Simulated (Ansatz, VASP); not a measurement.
# MgO in VASP and in Ansatz

```
Mg O
1.0
     0.00000    2.28201    2.28201
     2.28201    0.00000    2.28201
     2.28201    2.28201    0.00000
Mg O
1 1
Direct
  0.00000 0.00000 0.00000
  0.25000 0.25000 0.25000
```

The cell was built by a generator and needn't be a form met in nature.

Alike in both runs: task single point; functional PBE; k mesh 10 × 10 × 10; occupations fermi-dirac, width 0.02 eV; no spin polarisation.

|  | VASP | Ansatz |
| --- | --- | --- |
| version | VASP 6.6.1 | Ansatz 0.2.0 |
| potentials or method | VASP PAW PBE potentials, release 64 (Mg, O) | plane waves, PAW |
| plane-wave cutoff (eV) | 520 | 420 |
| valence electrons in the cell | 8 | 16 |

```csv
,VASP,Ansatz,Ansatz less VASP
gap on the k mesh at the Fermi level (eV),3.64,3.66,+0.015
pressure (GPa),3.5,3.9,+0.39
```

The two sets of potentials don't hold the same shells in valence.
